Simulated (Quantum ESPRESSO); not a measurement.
Runs of Quantum ESPRESSO 7.5 on Al2Ru. Symmetry: I4/mmm, No. 139, tetragonal system. Conventional cell: a = 3.121 Å, b = 3.121 Å, c = 8.444 Å, α = 90.00°, β = 90.00°, γ = 90.00°. Ru (site symmetry 4/mmm) has 10 Al at 2.58 to 2.88 Å as nearest neighbours. Al (site symmetry 4mm) is surrounded by 5 Ru at 2.58 to 2.88 Å and 5 Al at 2.69 Å. The cell comes from a database or a generator and needn't be the stable form of this composition.

| task | level | potentials or basis | cell | form of the LDA correlation | gap on the mesh (eV) | pressure (GPa) | V0 of scaled cells (Å³/atom) | B0 (GPa) | largest force (eV/Å) |
| --- | --- | --- | --- | --- | --- | --- | --- | --- | --- |
| equation of state | LDA | GBRV 1.5 LDA | as given | PZ81 | - | - | (a) | 192 | - |
| single point | PBEsol | GBRV 1.5 PBEsol | as given | - | none | -0.6 | - | - | 0.03 |
| equation of state | PBEsol | GBRV 1.5 PBEsol | as given | - | - | - | 13.66 | 183 | - |
| band structure | PBEsol | GBRV 1.5 PBEsol | as given | - | none | -0.6 | - | - | 0.03 |
| single point | PBEsol | GBRV 1.5 PBEsol | atoms moved at random, drawn with an rms of 0.05 Å | - | none | -0.1 | - | - | 0.61 |

Alike in all rows: no spin polarisation; k mesh 12 × 12 × 12; cutoff (eV) 612; smearing fermi-dirac 0.05 eV.

Problem. Estimate the missing entries.

Solution. (a) 13.37.

Caveats: the cell was scaled at fixed shape and fractional positions, which overstates the stiffness of a crystal with free parameters, most of all of layers and chains (some runs).

A k mesh can miss the band edges, and the runs leave out spin-orbit coupling on Ru.

A gap of «none» marks a metal or a gap under the smearing width.
